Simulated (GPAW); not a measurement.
Input of a GPAW 26.7.0 run:

Contents of run.py:

```python
from ase import Atoms
from ase.dft.bandgap import bandgap
from ase.io import write
from ase.units import GPa
from gpaw import GPAW, PW

atoms = Atoms(['Cd', 'S'],
              cell=[[0.0, 2.9165, 2.9165],
                    [2.9165, 0.0, 2.9165],
                    [2.9165, 2.9165, 0.0]],
              scaled_positions=[[0.0, 0.0, 0.0],
                                [0.75, 0.75, 0.75]],
              pbc=True)

calc = GPAW(mode=PW(450),
            xc='PBE',
            kpts={'size': (6, 6, 6), 'gamma': True},
            occupations={'name': 'fermi-dirac', 'width': 0.05},
            nbands=18,
            maxiter=120,
            txt='gpaw.txt')
atoms.calc = calc
energy = atoms.get_potential_energy()
forces = atoms.get_forces()
stress = atoms.get_stress()
calc.write('gs.gpw')
write('result.traj', atoms)
print(f'Energy: {energy:.6f} eV')
print('Forces (eV/A):')
print(forces.round(4))
print('Stress (GPa):', (stress / GPa).round(3))
print('Fermi level:', round(calc.get_fermi_level(), 4), 'eV')
print(f'Gap: {bandgap(calc)[0]:.4f} eV, direct: {bandgap(calc, direct=True)[0]:.4f} eV')
```

Potentials or basis: GPAW PAW data sets (gpaw-data 1.2.1), pw.

The run is started by

```bash
$ OMP_NUM_THREADS=1 python run.py
```

Estimate the band gap on the k mesh.

1.13 eV, direct.

Predict the pressure.

1.8 GPa.

Caveat: the cutoff is short for stress and forces, so pressures can be off by a GPa or more. As with any semilocal functional, this PBE gap is likely too small.
